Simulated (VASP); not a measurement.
Runs of VASP 6.6.1 on TePb. The structure is cubic, space group Fm-3m (No. 225). The conventional cell has a = 6.462 Å, b = 6.462 Å, c = 6.462 Å, α = 90.00°, β = 90.00°, γ = 90.00°. Around Te (site symmetry m-3m) lie 6 Pb at 3.23 Å. Pb (site symmetry m-3m) is surrounded by 6 Te at 3.23 Å. 

```csv
task,level,cell,by perturbation theory,gap on the mesh (eV),pressure (GPa),relaxed volume (Å³/atom)
relaxation of cell and atoms,r2SCAN,relaxed,-,1.09,0.0,34.89
relaxation of the atoms,r2SCAN,atoms relaxed from: a relaxed cell with its volume scaled by 1.02,-,1.13,-0.8,-
relaxation of the atoms,r2SCAN,atoms relaxed from: a relaxed cell with its volume scaled by 0.98,-,(b),0.9,-
relaxation of the atoms,r2SCAN,atoms relaxed from: a relaxed cell with its volume scaled by 1.06,-,1.20,-2.2,-
relaxation of the atoms,r2SCAN,atoms relaxed from: a relaxed cell with its volume scaled by 0.96,-,(a),1.9,-
relaxation of the atoms,r2SCAN,atoms relaxed from: a relaxed cell with its volume scaled by 1.04,-,1.17,-1.5,-
relaxation of cell and atoms,PBE,relaxed,-,0.83,0.0,35.42
relaxation of the atoms,r2SCAN,atoms relaxed from: a relaxed cell with its volume scaled by 0.94,-,0.96,3.0,-
```

Alike in all rows: potentials or basis VASP PAW PBE potentials, release 64 (Te, Pb_d); no spin polarisation; k mesh 8 × 8 × 8; cutoff (eV) 600; smearing gaussian 0.03 eV.

**Question.** Fill in the values left out.

**Answer.** (a) 1.01; (b) 1.05.

Caveats: spin-orbit coupling is left out, which as a rule narrows the gap of such compounds by several tenths of an eV; the PAW data sets were made with another functional, which shifts forces and pressure a little (some runs); the relaxation stopped at its first step, so nothing moved (some runs).

A k mesh can miss the band edges, and the runs leave out spin-orbit coupling on Pb, Te.
